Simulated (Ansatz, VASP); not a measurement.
**CoO: VASP beside Ansatz**

```
Co O
1.0
     3.41613    0.00000    0.00000
    -1.70807    2.95846    0.00000
     0.00000    0.00000    5.47082
Co O
2 2
Direct
  0.33333 0.66667 0.00000
  0.66667 0.33333 0.50000
  0.33333 0.66667 0.38210
  0.66667 0.33333 0.88210
```

Alike in both runs: task single point; functional PBEsol; k mesh 15 × 15 × 8; occupations gaussian, width 0.1 eV; collinear spin.

```csv
,VASP,Ansatz
version,VASP 6.6.1,Ansatz 0.2.0
potentials or method,"VASP PAW PBE potentials, release 64 (Co, O)","scalar-relativistic, plane waves, PAW"
plane-wave cutoff (eV),520,420
valence electrons in the cell,30,46
```

```tsv
	VASP	Ansatz	Ansatz less VASP
gap on the k mesh at the Fermi level (eV)	none	none	-
pressure (GPa)	-21.6	-21.6	+0.07
largest component of the traceless stress (GPa)	0.37	0.38	+0.014
rms of the force components (eV/Å)	0.064	0.064	-0.0006
net moment per atom (μB)	1.50	1.50	0.000
size of the moment on the site where the two differ most (μB)	2.57	2.44	-0.127
```

Site moments also hang on the region over which each program counts them. Atom by atom the forces differ by 0.001 eV/Å (rms over components). A gap of «none» marks a metal or a gap that the smearing closes. The two sets of potentials don't hold the same shells in valence.

Caveats: so large a pressure means that the cell lies far from this level's equilibrium, or that cutoff or potentials fall short (VASP); the potentials were made for another functional, which shifts forces and pressure (VASP); semilocal functionals often make such compounds metallic where correlation or magnetic order opens a gap, which also shifts bond lengths.
